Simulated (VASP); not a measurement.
A run of VASP 6.6.1:

File INCAR:

```
SYSTEM = Zr
PREC = Accurate ; ENCUT = 680
EDIFF = 1E-6 ; ISMEAR = -1
SIGMA = 0.05 ; LREAL = .False.
LASPH = .True. ; NELM = 60
ALGO = Normal ; ISIF = 3
LWAVE = .False. ; LCHARG = .False.
GGA = PE ; IBRION = 2
NSW = 40 ; EDIFFG = -0.005
```

KPOINTS

```
Automatic mesh
0
Gamma
  10 10 10
  0 0 0
```

File POSCAR:

```
Zr
1.0
   -1.8100000000      1.8100000000      1.8100000000
    1.8100000000     -1.8100000000      1.8100000000
    1.8100000000      1.8100000000     -1.8100000000
Zr
1
Direct
    0.0000000000      0.0000000000      0.0000000000
```

Potentials or basis: VASP PAW PBE potentials, release 64 (Zr_sv_GW).

Run with:

```sh
$ cat potpaw_PBE.64/Zr_sv_GW/POTCAR > POTCAR
$ mpirun -np 1 vasp_std > vasp.out
```

Hardware: 1 thread of Intel(R) Xeon(R) 6975P-C (Granite Rapids) (shared host).

Question: Estimate the wall time of this run.

Answer: Run time: 19 s on 1 thread of Intel(R) Xeon(R) 6975P-C (Granite Rapids), with other jobs on the host, peak memory 0.18 GiB. Counts: scf iterations 28, k points 47, ion steps 3.
